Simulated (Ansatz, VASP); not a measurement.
Two plane-wave programs on BN

```
CELL_PARAMETERS angstrom
0.00000 1.76784 1.76784
1.76784 0.00000 1.76784
1.76784 1.76784 0.00000
ATOMIC_POSITIONS crystal
B 0.00000 0.00000 0.00000
N 0.75000 0.75000 0.75000
```

Alike in both runs: task single point; functional PBE; k mesh 12 × 12 × 12; occupations gaussian, width 0.05 eV; no spin polarisation.

|  | VASP | Ansatz |
| --- | --- | --- |
| version | VASP 6.6.1 | Ansatz 0.2.0 |
| potentials or method | VASP PAW PBE potentials, release 64 (B, N) | scalar-relativistic, plane waves, PAW |
| plane-wave cutoff (eV) | 520 | 520 |
| valence electrons in the cell | 8 | 8 |

VASP gave:

```
gap on the k mesh at the Fermi level (eV) : 4.53
least direct gap on the mesh (eV)         : 9.14
```

Q: Estimate Ansatz's values.

A: gap on the k mesh at the Fermi level (eV): 4.54; least direct gap on the mesh (eV): 9.15.

 A k mesh can miss the band edges.
